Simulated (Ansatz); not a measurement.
## Cd: levels along high-symmetry lines

```xyz
2
Lattice="2.9585 0.0000 0.0000 -1.4792 2.5621 0.0000 0.0000 0.0000 5.8859" Properties=species:S:1:pos:R:3 pbc="T T T"
Cd    0.0000    1.7081    1.4715
Cd    1.4792    0.8540    4.4144
```

Atom numbers follow the list: Cd1, Cd2.

Structure from Materials Project entry mp-94 (possibly hypothetical), not relaxed further.

All numbers below come from DFT, PBEsol, all-electron LAPW, scalar-relativistic (Ansatz 0.2.0).

Settings: a Γ-centred 14×14×6 k mesh, Fermi–Dirac smearing of 0.03 eV, basis error target 0.25 meV/atom, no spin polarisation.

Points in fractions of the reciprocal vectors of this cell: Γ (0, 0, 0), M (0.5, 0, 0), K (0.333, 0.333, 0), A (0, 0, 0.5), L (0.5, 0, 0.5), H (0.333, 0.333, 0.5). The path joins them by straight lines in the order Γ–M–K–Γ–A–L–H–A–L; legs that retrace an earlier one aren't tabulated. Energies are in eV from the Fermi level.

Q: List the levels at K between -8 and 1.5 eV.

A: 0.27 (×2), 0.63.

Q: List the levels at Γ between -8 and 1.5 eV.

A: -3.65, -3.13.

Q: List the levels at A between -8 and 1.5 eV.

A: -7.33 (×2).

Q: What is the band gap?

A: none: bands cross the Fermi level, a metal.
